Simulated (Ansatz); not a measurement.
# AlRu: symmetry broken, then relaxed

Computed with DFT PBEsol, scalar-relativistic, plane waves, PAW (Ansatz 0.2.0). Cutoff 420 eV, Γ-centred 12×12×6 k-points, Gaussian smearing of 0.15 eV. No spin polarisation. Energies are free energies at this smearing, counted from the undisturbed cell; pressure is positive in compression.

The starting cell (relaxed at this level; it needn't be the usual structure):

```
Al Ru
1.0
     2.97641    0.00000    0.00000
     0.00000    2.97641    0.00000
     0.00000    0.00000    5.95282
Al Ru
2 2
Cartesian
  0.0000 0.0000 0.0000
  0.0000 0.0000 2.9764
  1.4882 1.4882 1.4882
  1.4882 1.4882 4.4646
```

The atoms are displaced (Å, in the unstrained cell):

| atom | ux | uy | uz |
| --- | --- | --- | --- |
| Al1 | -0.445 | 0.259 | 0.301 |
| Al2 | 0.169 | 0.133 | -0.161 |
| Ru3 | -0.236 | -0.253 | -0.010 |
| Ru4 | 0.512 | -0.139 | -0.130 |

The cell is strained by (-0.0127, -0.0262, -0.0133, 0.1394, 0.0726, 0.1577) (xx, yy, zz, yz, xz, xy; engineering shear). Cell and atoms are then relaxed.

Task: Does the relaxation return to the undisturbed structure?

Result: Yes (up to a choice of domain or origin): same space group and volume, and an energy 0.0 meV/atom from it. The disturbance itself cost 1796.9 meV/atom. The final space group reads Pm-3m (tolerance 0.05 Å) and the volume changes by -0.06 %.

Final structure:

```
Al Ru
1.0
     2.97593    0.00010   -0.00002
     0.00016    2.97518    0.00014
    -0.00007    0.00015    5.95256
Al Ru
2 2
Direct
  0.00001 0.00000 0.00000
  0.99999 0.00000 0.50000
  0.49999 0.50000 0.25000
  0.50001 0.50000 0.75000
```

The relaxation, step by step (energy from the first step; small jumps at an unchanged geometry come where the plane waves are selected anew for the new cell):

| step | ΔE (meV/atom) | largest force component (eV/Å) | pressure (GPa) |
| --- | --- | --- | --- |
| 1 | 0.0 | 10.846 | 67.00 |
| 2 | -1185.7 | 3.105 | 16.66 |
| 3 | -1564.5 | 1.584 | 5.73 |
| 4 | -1770.4 | 0.590 | 3.37 |
| 5 | -1793.9 | 0.038 | -1.00 |
| 6 | -1794.2 | 0.001 | -0.02 |
| 7 | -1796.8 | 0.001 | 0.36 |
| 8 | -1796.9 | 0.000 | 0.01 |
| 9 | -1796.9 | 0.000 | 0.01 |

Cost: 3 runs of about 9.4 core-minutes in all, on Arm Neoverse V1 (shared hosts).